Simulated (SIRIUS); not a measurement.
# Sr (Fm-3m) in SIRIUS: equation of state

How stiff is Sr in PBEsol, and what volume does it want? The cell is scaled to several volumes.

Program: SIRIUS 7.12.0. These are calculated values, not measurements. Logs are shortened: lines on timing, memory, paths and dates and some standing lists are left out, and cuts for length are marked. The log counts tension as positive stress, the text compression.

**1. The crystal as given**

Symmetry: Fm-3m, No. 225, cubic system. Conventional cell: a = 6.085 Å, b = 6.085 Å, c = 6.085 Å, α = 90.00°, β = 90.00°, γ = 90.00°. Around Sr (site symmetry m-3m) lie 12 Sr at 4.30 Å.

**2. Single point, PBEsol, 52.94 Å³/atom (volume scaled by 0.94)**

Input file sirius.json:

```json
{
  "control": {
    "processing_unit": "cpu",
    "verbosity": 2,
    "num_bands_to_print": 11,
    "print_forces": true,
    "print_stress": true
  },
  "parameters": {
    "electronic_structure_method": "pseudopotential",
    "xc_functionals": ["XC_GGA_X_PBE_SOL", "XC_GGA_C_PBE_SOL"],
    "gk_cutoff": 8.3,
    "pw_cutoff": 16.6,
    "ngridk": [8, 8, 8],
    "shiftk": [0, 0, 0],
    "smearing": "fermi_dirac",
    "smearing_width": 0.0018374661,
    "num_bands": 11,
    "num_mag_dims": 0,
    "num_dft_iter": 100,
    "energy_tol": 1e-08,
    "density_tol": 1e-06
  },
  "iterative_solver": {
    "type": "davidson",
    "min_tolerance": 1e-10
  },
  "mixer": {
    "type": "anderson",
    "beta": 0.7,
    "max_history": 8
  },
  "settings": {
    "tol_ne": 1e-10,
    "pseudo_grid_cutoff": 6.5
  },
  "unit_cell": {
    "lattice_vectors": [
      [0.0, 0.707106781187, 0.707106781187],
      [0.707106781187, 0.0, 0.707106781187],
      [0.707106781187, 0.707106781187, 0.0]
    ],
    "lattice_vectors_scale": 7.9646309617,
    "atom_coordinate_units": "lattice",
    "atom_types": ["Sr"],
    "atom_files": {
      "Sr": "Sr.json"
    },
    "atoms": {
      "Sr": [
        [0.0, 0.0, 0.0]
      ]
    }
  }
}
```

Potentials or basis: PseudoDojo 0.4.1 PBEsol standard (scalar relativistic).

Launch:

```sh
upf_to_json Sr.upf
OMP_NUM_THREADS=1 sirius.scf --input=sirius.json --output=out.json --task=0
```

What it wrote:

```text
[info] SIRIUS version : 7.12.0
[info] number of MPI ranks           : 1
[info] MPI grid                      : 1 1
[info] maximum number of OMP threads : 1
[fft] FFT context for density and potential
[fft] =====================================
[fft]   comm size                             : 1
[fft]   plane wave cutoff                     : 16.6
[fft]   grid size                             : 45 45 45   total : 91125
[fft]   grid limits                           : -22 22   -22 22   -22 22
[fft]   number of G-vectors within the cutoff : 13791
[fft]   local number of G-vectors             : 13791
[fft]   number of G-shells                    : 755
[fft] FFT context for coarse grid
[fft] =====================================
[fft]   comm size                             : 1
[fft]   plane wave cutoff                     : 16.6
[fft]   grid size                             : 45 45 45   total : 91125
[fft]   grid limits                           : -22 22   -22 22   -22 22
[fft]   number of G-vectors within the cutoff : 13791
[fft]   local number of G-vectors             : 13791
[fft]   number of G-shells                    : 755
[unit cell] lattice vectors
[unit cell]   a1 :       0.0000000000      5.6318445627      5.6318445627
[unit cell]   a2 :       5.6318445627      0.0000000000      5.6318445627
[unit cell]   a3 :       5.6318445627      5.6318445627      0.0000000000
[unit cell] reciprocal lattice vectors
[unit cell]   b1 :      -0.5578265910      0.5578265910      0.5578265910
[unit cell]   b2 :       0.5578265910     -0.5578265910      0.5578265910
[unit cell]   b3 :       0.5578265910      0.5578265910     -0.5578265910
[unit cell] unit cell volume :       357.25801046 [a.u.^3]
[unit cell] 1/sqrt(omega)    :         0.05290650
[unit cell] MT volume        :         0.00000000 ( 0.00%)
[unit cell] IT volume        :       357.25801046 (100.00%)
[unit cell] number of atom types : 1
[unit cell] type id : 0 symbol : Sr mt_radius :  18.330000 num_atoms : 1
[unit cell] total number of atoms : 1
[unit cell] number of symmetry classes : 1
[unit cell] number of PAW atoms : 0
[unit cell] atom id  type id  class id             position                      vector_field
[unit cell] ------------------------------------------------------------------------------------------
[unit cell]      0        0        0      0.00000   0.00000   0.00000      0.00000   0.00000   0.00000
[unit cell] atom id         position (Cartesian, a.u.)
[unit cell] ---------------------------------------------
[unit cell]      0       0.000000    0.000000    0.000000
[unit cell] class id : 0 atom id : 0
[unit cell] minimum bond length:     7.964631
[unit cell] total number of pseudo wave-functions: 5
[sym] space group number   : 225
[sym] international symbol : Fm-3m
[sym] Hall symbol          : -F 4 2 3
[sym] space group transformation matrix :
[sym]   0.0000  0.5000  0.5000
[sym]   0.5000  0.0000  0.5000
[sym]   0.5000  0.5000  0.0000
[sym] space group origin shift :
[sym]   0.0000  0.0000  0.0000
[sym] number of space group operations  : 48
[sym] number of magnetic group operations : 48
[sym] metric tensor error: 0.0000e+00
[sym] rotation matrix error: 0.0000e+00
[sym] symmetry operations
[... list of symmetry operations ...]
[... 169 lines left out ...]
[find] Total energy                   :     -34.19980487 (Ha),     -68.39960974 (Ry)
[find] Free energy (E-TS)             :     -34.20005979 (Ha),     -68.40011958 (Ry)
[find] band gap (eV)                  :       0.00000000
[find] Efermi                         :       0.19459907
[find] iteration : 2, RMS (target) : 2.1007e-03 (1.0000e-06) , energy difference (target) : -1.7719e-04 (1.0000e-08)
[find] | SCF iteration   3 out of 100|
[diagonalize] iterative solver tolerance (occupied, empty): 0.000210071 0.000210071
[diagonalize] average number of iterations: 2
[find] Total energy                   :     -34.19985550 (Ha),     -68.39971100 (Ry)
[find] Free energy (E-TS)             :     -34.20011018 (Ha),     -68.40022037 (Ry)
[find] band gap (eV)                  :       0.00000000
[find] Efermi                         :       0.19470636
[find] iteration : 3, RMS (target) : 2.6332e-04 (1.0000e-06) , energy difference (target) : -5.0629e-05 (1.0000e-08)
[find] | SCF iteration   4 out of 100|
[diagonalize] iterative solver tolerance (occupied, empty): 2.63322e-05 2.63322e-05
[diagonalize] average number of iterations: 5.48276
[find] Total energy                   :     -34.19987006 (Ha),     -68.39974012 (Ry)
[... 108 lines left out ...]
[find] | SCF iteration  18 out of 100|
[diagonalize] iterative solver tolerance (occupied, empty): 1.60719e-09 1.60719e-09
[diagonalize] average number of iterations: 1.68966
[find] Total energy                   :     -34.19987649 (Ha),     -68.39975299 (Ry)
[find] Free energy (E-TS)             :     -34.20013108 (Ha),     -68.40026215 (Ry)
[find] band gap (eV)                  :       0.00000000
[find] Efermi                         :       0.19471716
[find] iteration : 18, RMS (target) : 1.6917e-06 (1.0000e-06) , energy difference (target) : -9.9377e-10 (1.0000e-08)
[find] bands are converged : true
[find] iterative solver converged : false
[find] +------------------------------+
[find] | SCF iteration  19 out of 100|
[find] +------------------------------+
[diagonalize] iterative solver tolerance (occupied, empty): 8.03594e-10 8.03594e-10
[diagonalize] average number of iterations: 1.37931
[diagonalize] Lowest band energies
[diagonalize] ik:    0   -1.144722   -0.479182   -0.479182   -0.479182    0.058567    0.282637    0.282637    0.282637    0.339154    0.339154    0.457022
[diagonalize] ik:    1   -1.144631   -0.480443   -0.479350   -0.479350    0.068079    0.268715    0.286713    0.286713    0.333927    0.333927    0.478577
[diagonalize] ik:    2   -1.144412   -0.483433   -0.479753   -0.479753    0.094362    0.241833    0.288428    0.288428    0.336922    0.336922    0.449151
[diagonalize] ik:    3   -1.144193   -0.486353   -0.480155   -0.480155    0.129753    0.215723    0.280665    0.280665    0.361713    0.361713    0.420298
[diagonalize] ik:    4   -1.144102   -0.487543   -0.480320   -0.480320    0.152689    0.199433    0.276661    0.276661    0.379486    0.379486    0.409745
[diagonalize] ...
[diagonalize] ik:   24   -1.144001   -0.485801   -0.482453   -0.481602    0.159280    0.215902    0.235962    0.319526    0.347513    0.389855    0.413482
[diagonalize] ik:   25   -1.143928   -0.485620   -0.483682   -0.481792    0.188395    0.206942    0.228083    0.301197    0.360454    0.392348    0.399685
[diagonalize] ik:   26   -1.143958   -0.485176   -0.484076   -0.481364    0.182607    0.216730    0.221080    0.300095    0.357595    0.368099    0.433448
[diagonalize] ik:   27   -1.143898   -0.486344   -0.482933   -0.482260    0.180980    0.209763    0.230632    0.319013    0.391359    0.397346    0.398889
[diagonalize] ik:   28   -1.143897   -0.484648   -0.484648   -0.482304    0.197002    0.218923    0.218923    0.280157    0.391464    0.400033    0.403952
[find] Charges and magnetic moments
[find] --------------------------------------------------------------------------------
[find] total charge          : 10.000000
[find] Energy
[find] --------------------------------------------------------------------------------
[find] valence_eval_sum               :      -4.88646279
[find] <rho|V^{XC}>                   :      -6.08050453
[find] <rho|E^{XC}>                   :      -8.25103344
[find] <mag|B^{XC}>                   :       0.00000000
[find] <rho|V^{H}>                    :      13.58097191
[find] one-electron contribution      :     -12.38693017 (Ha),     -24.77386033 (Ry)
[find] hartree contribution           :       6.79048595
[find] xc contribution                :      -8.25103344
[find] ewald contribution             :     -20.35239975
[find] PAW contribution               :       0.00000000
[find] smearing (-TS)                 :      -0.00025458
[find] SCF correction                 :       0.00000090
[find] Total energy                   :     -34.19987649 (Ha),     -68.39975299 (Ry)
[find] Free energy (E-TS)             :     -34.20013108 (Ha),     -68.40026215 (Ry)
[find] band gap (eV)                  :       0.00000000
[find] Efermi                         :       0.19471700
[find] iteration : 19, RMS (target) : 4.8259e-07 (1.0000e-06) , energy difference (target) : 2.9294e-10 (1.0000e-08)
[find] bands are converged : true
[find] iterative solver converged : false
[find] converged after 20 SCF iterations!
[find] Charges and magnetic moments
[find] --------------------------------------------------------------------------------
[find] total charge          : 10.000000
[find] Energy
[find] --------------------------------------------------------------------------------
[find] valence_eval_sum               :      -4.88646279
[find] <rho|V^{XC}>                   :      -6.08050453
[find] <rho|E^{XC}>                   :      -8.25103344
[find] <mag|B^{XC}>                   :       0.00000000
[find] <rho|V^{H}>                    :      13.58097191
[find] one-electron contribution      :     -12.38693017 (Ha),     -24.77386033 (Ry)
[find] hartree contribution           :       6.79048595
[find] xc contribution                :      -8.25103344
[find] ewald contribution             :     -20.35239975
[find] PAW contribution               :       0.00000000
[find] smearing (-TS)                 :      -0.00025458
[find] SCF correction                 :       0.00000090
[find] Total energy                   :     -34.19987649 (Ha),     -68.39975299 (Ry)
[find] Free energy (E-TS)             :     -34.20013108 (Ha),     -68.40026215 (Ry)
[find] band gap (eV)                  :       0.00000000
[find] Efermi                         :       0.19471700
[ground_state] === stress tensor components [kbar] ===
[ground_state] === stress_kin ===
[ground_state] -4988.325498    0.000000    0.000000
[ground_state]     0.000000-4988.325498   -0.000000
[ground_state]     0.000000   -0.000000-4988.325498
[ground_state] === stress_har ===
[ground_state] -1864.040014    0.000000   -0.000000
[ground_state]     0.000000-1864.040014    0.000000
[ground_state]    -0.000000    0.000000-1864.040014
[ground_state] === stress_ewald ===
[ground_state]  5586.888445    0.000000   -0.000000
[ground_state]     0.000000 5586.888445    0.000000
[ground_state]    -0.000000    0.000000 5586.888445
[ground_state] === stress_vloc ===
[ground_state]  5649.655973    0.000000    0.000000
[ground_state]     0.000000 5649.655973    0.000000
[ground_state]     0.000000    0.000000 5649.655973
[ground_state] === stress_xc ===
[ground_state] -1755.775510    0.000000    0.000000
[ground_state]     0.000000-1755.775510   -0.000000
[ground_state]     0.000000   -0.000000-1755.775510
[ground_state] === stress_core ===
[ground_state]  3400.103311    0.000000    0.000000
[ground_state]     0.000000 3400.103311    0.000000
[ground_state]     0.000000    0.000000 3400.103311
[ground_state] === stress_nonloc ===
[ground_state] -6025.905493    0.000000   -0.000000
[ground_state]     0.000000-6025.905493    0.000000
[ground_state]    -0.000000    0.000000-6025.905493
[ground_state] === stress_us_nl ===
[ground_state] -6025.905493    0.000000   -0.000000
[ground_state]     0.000000-6025.905493    0.000000
[ground_state]    -0.000000    0.000000-6025.905493
[ground_state] === stress_total ===
[ground_state]     2.601215    0.000000   -0.000000
[ground_state]     0.000000    2.601215   -0.000000
[ground_state]    -0.000000   -0.000000    2.601215
[ground_state] ==== total Forces in Ha/bohr =====
[ground_state] atom:    0, force:       0.0000000      0.0000000      0.0000000
[ground_state] ==== ultrasoft contribution from Qij =====
[ground_state] atom:    0, force:       0.0000000      0.0000000      0.0000000
[ground_state] ==== non-local contribution from Beta-projector =====
[ground_state] atom:    0, force:       0.0000000      0.0000000      0.0000000
[ground_state] ==== contribution from local potential =====
[ground_state] atom:    0, force:       0.0000000      0.0000000      0.0000000
[ground_state] ==== contribution from core density =====
[ground_state] atom:    0, force:       0.0000000      0.0000000      0.0000000
[ground_state] ==== Ewald forces from ions =====
[ground_state] atom:    0, force:       0.0000000      0.0000000      0.0000000
[~DFT_ground_state] local op. applied: 14138
[~DFT_ground_state] evp. work count: 5252.39
[~DFT_ground_state] number of iterative solver steps: 1319
```

Wall time 45 s (1 thread of AMD EPYC 7R43 (Zen 3), shared host); peak memory 0.22 GiB.

Results:

- Free energy: -930.6330 eV
- Pressure: -0.3 GPa
- Band gap on the k mesh: none (metal or under the smearing width)

**3. Single point, PBEsol, 54.07 Å³/atom (volume scaled by 0.96)**

sirius.json: that of step 2 with these lines changed.

```diff
@@ -42,3 +42,3 @@
     ],
-    "lattice_vectors_scale": 7.9646309617,
+    "lattice_vectors_scale": 8.0207217599,
     "atom_coordinate_units": "lattice",
```

Potentials or basis: PseudoDojo 0.4.1 PBEsol standard (scalar relativistic).

Launch:

```sh
upf_to_json Sr.upf
OMP_NUM_THREADS=1 sirius.scf --input=sirius.json --output=out.json --task=0
```

Wall time 37 s (1 thread of AMD EPYC 7R43 (Zen 3), shared host); peak memory 0.23 GiB.

Results (log left out):

- Free energy: -930.6303 eV
- Pressure: -0.5 GPa
- Band gap on the k mesh: none (metal or under the smearing width)

**4. Single point, PBEsol, 55.19 Å³/atom (volume scaled by 0.98)**

sirius.json: that of step 3 with these lines changed.

```diff
@@ -42,3 +42,3 @@
     ],
-    "lattice_vectors_scale": 8.0207217599,
+    "lattice_vectors_scale": 8.0760388306,
     "atom_coordinate_units": "lattice",
```

Launch:

```sh
upf_to_json Sr.upf
OMP_NUM_THREADS=1 sirius.scf --input=sirius.json --output=out.json --task=0
```

Wall time 42 s (1 thread of AMD EPYC 7R43 (Zen 3), shared host); peak memory 0.23 GiB.

Results (log left out):

| Property | Result |
| --- | --- |
| Free energy | -930.6261 eV |
| Pressure | -0.7 GPa |
| Band gap on the k mesh | none (metal or under the smearing width) |

**5. Single point, PBEsol, 57.45 Å³/atom (volume scaled by 1.02)**

sirius.json: that of step 4 with these lines changed.

```diff
@@ -42,3 +42,3 @@
     ],
-    "lattice_vectors_scale": 8.0760388306,
+    "lattice_vectors_scale": 8.1844549731,
     "atom_coordinate_units": "lattice",
```

Launch:

```sh
upf_to_json Sr.upf
OMP_NUM_THREADS=1 sirius.scf --input=sirius.json --output=out.json --task=0
```

Wall time 34 s (1 thread of AMD EPYC 7R43 (Zen 3), shared host); peak memory 0.23 GiB.

Results (log left out):

```yaml
Free_energy: -930.6135 eV
Pressure: -1.1 GPa
Band_gap_on_the_k_mesh: none (metal or under the smearing width)
```

**6. Single point, PBEsol, 58.57 Å³/atom (volume scaled by 1.04)**

sirius.json: that of step 5 with these lines changed.

```diff
@@ -42,3 +42,3 @@
     ],
-    "lattice_vectors_scale": 8.1844549731,
+    "lattice_vectors_scale": 8.2376022739,
     "atom_coordinate_units": "lattice",
```

Potentials or basis: PseudoDojo 0.4.1 PBEsol standard (scalar relativistic).

Launch:

```sh
upf_to_json Sr.upf
OMP_NUM_THREADS=1 sirius.scf --input=sirius.json --output=out.json --task=0
```

It took 37 s on 1 thread of AMD EPYC 7R43 (Zen 3), shared host; peak memory 0.23 GiB.

Results (log left out):

```
Free energy            : -930.6054 eV
Pressure               : -1.2 GPa
Band gap on the k mesh : none (metal or under the smearing width)
```

**7. Single point, PBEsol, 59.70 Å³/atom (volume scaled by 1.06)**

sirius.json: that of step 6 with these lines changed.

```diff
@@ -42,3 +42,3 @@
     ],
-    "lattice_vectors_scale": 8.2376022739,
+    "lattice_vectors_scale": 8.2900724929,
     "atom_coordinate_units": "lattice",
```

Launch:

```sh
upf_to_json Sr.upf
OMP_NUM_THREADS=1 sirius.scf --input=sirius.json --output=out.json --task=0
```

Run time: 38 s. Hardware: 1 thread of AMD EPYC 7R43 (Zen 3), shared host; peak memory 0.25 GiB.

The run converged. Its results:

```
Free energy            : -930.5962 eV
Pressure               : -1.4 GPa
Band gap on the k mesh : none (metal or under the smearing width)
```

**8. Equation of state, PBEsol**

Potentials or basis: PseudoDojo 0.4.1 PBEsol standard (scalar relativistic).

This step only gathers the single runs of the series.

Results:

```yaml
Equilibrium_volume: "51.83 Å³/atom (rough: see the caveat)"
Bulk_modulus: 12.5 GPa (rough)
```

Energy against volume, from the lowest point:
```tsv
volume (Å³/atom)	energy (meV/atom)
52.940	0.00
54.067	2.64
55.193	6.85
56.319	12.50
57.446	19.45
58.572	27.58
59.698	36.79
```

Caveat: the minimum lies outside the volumes run.
